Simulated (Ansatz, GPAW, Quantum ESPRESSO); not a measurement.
# Simulated XPS, UPS and emission spectra of BAs, part 3 of 7

What would valence photoemission of BAs look like, and what sets its shape?

Ansatz 0.2.0, Quantum ESPRESSO 7.5 and GPAW 26.7.0; DFT, PBE, plane-wave PAW, default files, scalar-relativistic (the session's first sound run).

So far. Step 2 (The base run): At this level the gap is 1.18 eV on the path. Step 4 (With LDA): At this level the gap is 1.13 eV on the path.

**6. The same cell in Quantum ESPRESSO**

This step: DFT, PBE, plane waves, ultrasoft GBRV pseudopotentials, scalar-relativistic (Quantum ESPRESSO 7.5).

The main run's cell is run in Quantum ESPRESSO, with other potentials, to see which digits hang on the program.

Contents of scf.in:

```
&control
  calculation = 'scf'
  prefix = 'pes'
  outdir = './tmp'
  pseudo_dir = './pp'
  tprnfor = .true.
  tstress = .true.
/
&system
  ibrav = 0
  nat = 2
  ntyp = 2
  ecutwfc = 40.0
  ecutrho = 200.0
  occupations = 'smearing'
  nbnd = 12
  smearing = 'fd'
  degauss = 0.00367
/
&electrons
  conv_thr = 2e-09
  mixing_beta = 0.5
  electron_maxstep = 120
/
ATOMIC_SPECIES
As 74.9216 as_pbe_v1.uspp.F.UPF
B 10.8100 b_pbe_v1.4.uspp.F.UPF
CELL_PARAMETERS angstrom
 0.000000000 2.388500000 2.388500000
 2.388500000 0.000000000 2.388500000
 2.388500000 2.388500000 0.000000000
ATOMIC_POSITIONS crystal
As 0.750000000 0.750000000 0.750000000
B 0.000000000 0.000000000 0.000000000
K_POINTS automatic
14 14 14 0 0 0
```

Launch:

```
$ OMP_NUM_THREADS=1 mpirun -n 4 pw.x -nk 4 -in scf.in > scf.out
```

Log:

```text
Program PWSCF v.7.5 starts

     This program is part of the open-source Quantum ESPRESSO suite
     for quantum simulation of materials; please cite
         "P. Giannozzi et al., J. Phys.:Condens. Matter 21 395502 (2009);
         "P. Giannozzi et al., J. Phys.:Condens. Matter 29 465901 (2017);
         "P. Giannozzi et al., J. Chem. Phys. 152 154105 (2020);
          URL
     in publications or presentations arising from this work. More details at

     Parallel version (MPI & OpenMP), running on       4 processor cores
     Number of MPI processes:                 4
     Threads/MPI process:                     1

     MPI processes distributed on     1 nodes
     280352 MiB available memory on the printing compute node when the environment starts

     Current dimensions of program PWSCF are:
     Max number of different atomic species (ntypx) = 10
     Max number of k-points (npk) =  40000
     Max angular momentum in pseudopotentials (lmaxx) =  4
     Message from routine setup:
     using ibrav=0 with symmetry is DISCOURAGED, use correct ibrav instead

     K-points division:     npool     =       4
     Subspace diagonalization in iterative solution of the eigenvalue problem:
     a serial algorithm will be used

     G-vector sticks info
     --------------------
     sticks:   dense  smooth     PW     G-vecs:    dense   smooth      PW
     Sum         559     439    151                 8801     6231    1243

     Using Slab Decomposition

     bravais-lattice index     =            0
     lattice parameter (alat)  =       6.3832  a.u.
     unit-cell volume          =     183.9087 (a.u.)^3
     number of atoms/cell      =            2
     number of atomic types    =            2
     number of electrons       =         8.00
     number of Kohn-Sham states=           12
     kinetic-energy cutoff     =      40.0000  Ry
     charge density cutoff     =     200.0000  Ry
     scf convergence threshold =      2.0E-09
     mixing beta               =       0.5000
     number of iterations used =            8  plain     mixing
     Exchange-correlation=  SLA  PW   PBX  PBC
                           (   1   4   3   4   0   0   0)

     celldm(1)=   6.383210  celldm(2)=   0.000000  celldm(3)=   0.000000
     celldm(4)=   0.000000  celldm(5)=   0.000000  celldm(6)=   0.000000

     crystal axes: (cart. coord. in units of alat)
               a(1) = (   0.000000   0.707107   0.707107 )
               a(2) = (   0.707107   0.000000   0.707107 )
               a(3) = (   0.707107   0.707107   0.000000 )

     reciprocal axes: (cart. coord. in units 2 pi/alat)
               b(1) = ( -0.707107  0.707107  0.707107 )
               b(2) = (  0.707107 -0.707107  0.707107 )
               b(3) = (  0.707107  0.707107 -0.707107 )

     PseudoPot. # 1 for As read from file:
     ./pp/as_pbe_v1.uspp.F.UPF
     Pseudo is Ultrasoft + core correction, Zval =  5.0
     Generated by new atomic code, or converted to UPF format
     Using radial grid of  875 points,  6 beta functions with:
                l(1) =   0
                l(2) =   0
                l(3) =   1
                l(4) =   1
                l(5) =   2
                l(6) =   2
     Q(r) pseudized with  8 coefficients,  rinner =    1.300   1.300   1.300
                                                       1.300   1.300

     PseudoPot. # 2 for B  read from file:
     ./pp/b_pbe_v1.4.uspp.F.UPF
     Pseudo is Ultrasoft + core correction, Zval =  3.0
     Generated by new atomic code, or converted to UPF format
     Using radial grid of  781 points,  4 beta functions with:
                l(1) =   0
                l(2) =   0
                l(3) =   1
                l(4) =   1
     Q(r) pseudized with  8 coefficients,  rinner =    1.100   1.100   1.100

     atomic species   valence    mass     pseudopotential
     As                5.00    74.92160     As( 1.00)
     B                 3.00    10.81000     B ( 1.00)

     24 Sym. Ops. (no inversion) found

   Cartesian axes

     site n.     atom                  positions (alat units)
         1        As     tau(   1) = (   1.0606602   1.0606602   1.0606602  )
         2        B      tau(   2) = (   0.0000000   0.0000000   0.0000000  )

     number of k points=   104  Fermi-Dirac smearing, width (Ry)=  0.0037

     Number of k-points >= 100: set verbosity='high' to print them.

     Dense  grid:     8801 G-vectors     FFT dimensions: (  30,  30,  30)

     Smooth grid:     6231 G-vectors     FFT dimensions: (  25,  25,  25)

     Estimated max dynamical RAM per process >      19.03 MB

     Estimated total dynamical RAM >      69.67 MB

     Initial potential from superposition of free atoms

     starting charge       7.9995, renormalised to       8.0000
     Starting wfcs are    8 randomized atomic wfcs +    4 random wfcs

     total cpu time spent up to now is        0.7 secs

     per-process dynamical memory:    17.0 Mb

     Self-consistent Calculation

     iteration #  1     ecut=    40.00 Ry     beta= 0.50
     Davidson diagonalization with overlap
     ethr =  1.00E-02,  avg # of iterations =  5.9

     total cpu time spent up to now is        1.0 secs

     total energy              =     -46.63915486 Ry
     estimated scf accuracy    <       0.14909200 Ry

     iteration #  2     ecut=    40.00 Ry     beta= 0.50
     Davidson diagonalization with overlap
     ethr =  1.86E-03,  avg # of iterations =  1.0

     total cpu time spent up to now is        1.2 secs

     total energy              =     -46.66562167 Ry
     estimated scf accuracy    <       0.01032606 Ry

     iteration #  3     ecut=    40.00 Ry     beta= 0.50
     Davidson diagonalization with overlap
     ethr =  1.29E-04,  avg # of iterations =  2.1

     total cpu time spent up to now is        1.5 secs

     total energy              =     -46.66643130 Ry
     estimated scf accuracy    <       0.00162593 Ry

     iteration #  4     ecut=    40.00 Ry     beta= 0.50
     Davidson diagonalization with overlap
     ethr =  2.03E-05,  avg # of iterations =  3.2

     total cpu time spent up to now is        1.8 secs

     total energy              =     -46.66654879 Ry
     estimated scf accuracy    <       0.00002597 Ry

     iteration #  5     ecut=    40.00 Ry     beta= 0.50
     Davidson diagonalization with overlap
     ethr =  3.25E-07,  avg # of iterations =  5.8

     total cpu time spent up to now is        2.1 secs

     total energy              =     -46.66657596 Ry
     estimated scf accuracy    <       0.00000093 Ry

     iteration #  6     ecut=    40.00 Ry     beta= 0.50
     Davidson diagonalization with overlap
     ethr =  1.16E-08,  avg # of iterations =  4.1

     total cpu time spent up to now is        2.4 secs

     total energy              =     -46.66657696 Ry
     estimated scf accuracy    <       0.00000004 Ry

     iteration #  7     ecut=    40.00 Ry     beta= 0.50
     Davidson diagonalization with overlap
     ethr =  5.02E-10,  avg # of iterations =  4.0

     total cpu time spent up to now is        2.7 secs

     total energy              =     -46.66657699 Ry
     estimated scf accuracy    <          2.3E-09 Ry

     iteration #  8     ecut=    40.00 Ry     beta= 0.50
     Davidson diagonalization with overlap
     ethr =  2.91E-11,  avg # of iterations =  3.8

     total cpu time spent up to now is        2.9 secs

     End of self-consistent calculation

     Number of k-points >= 100: set verbosity='high' to print the bands.

     the Fermi energy is     9.2268 ev

!    total energy              =     -46.66657699 Ry
     estimated scf accuracy    <          4.7E-11 Ry
     smearing contrib. (-TS)   =      -0.00000000 Ry
     internal energy E=F+TS    =     -46.66657699 Ry

     The total energy is F=E-TS. E is the sum of the following terms:
     one-electron contribution =       6.62614022 Ry
     hartree contribution      =       1.25112718 Ry
     xc contribution           =     -34.61042568 Ry
     ewald contribution        =     -19.93341872 Ry

     convergence has been achieved in   8 iterations

     Forces acting on atoms (cartesian axes, Ry/au):

     atom    1 type  1   force =    -0.00000000   -0.00000000    0.00000000
     atom    2 type  2   force =     0.00000000    0.00000000   -0.00000000

     Total force =     0.000000     Total SCF correction =     0.000000

     Computing stress (Cartesian axis) and pressure

          total   stress  (Ry/bohr**3)                   (kbar)     P=       37.16
   0.00025259  -0.00000000  -0.00000000           37.16       -0.00       -0.00
  -0.00000000   0.00025259  -0.00000000           -0.00       37.16       -0.00
  -0.00000000  -0.00000000   0.00025259           -0.00       -0.00       37.16

     XML data file, charge density, pseudopotentials, collected wavefunctions

     Called by init_run:

     Called by electrons:

     Called by c_bands:

     Called by *egterg:

     Called by h_psi:
                                        0.00s GPU  (     978 calls)

     General routines

     Parallel routines

=------------------------------------------------------------------------------=
   JOB DONE.
=------------------------------------------------------------------------------=
```

It took 3.8 s on 4 MPI ranks of Intel Xeon at 2.60GHz (Ice Lake), shared host; 14 s of CPU time.

This step gave:

```
free energy       : -634.9311 eV
Fermi energy      : 9.227 eV
pressure          : 3.716 GPa
gap on the k-mesh : 1.202 eV
```

At this level the gap is 1.20 eV on the k-mesh of the self-consistent run, which can miss the band edges.

(Part 3 of 7 ends here.)

[Logs are printed without paths, hosts, clocks, repeated set-up lines and the standing remarks that a program may print on its own settings, such as how far it seeks lower states.]

[Hosts, paths, dates, database ids (printed as entryN), source tags and the programs' standing remarks are cut or masked in the printed files.]

[Maps of the electrostatic potential energy from Ansatz leave out the sawtooth potential of an applied field or a dipole correction, so their vacuum need not be flat; work functions include it.]

[Peak lists hold at most the 14 tallest peaks of each spectrum; further lines can be left out.]
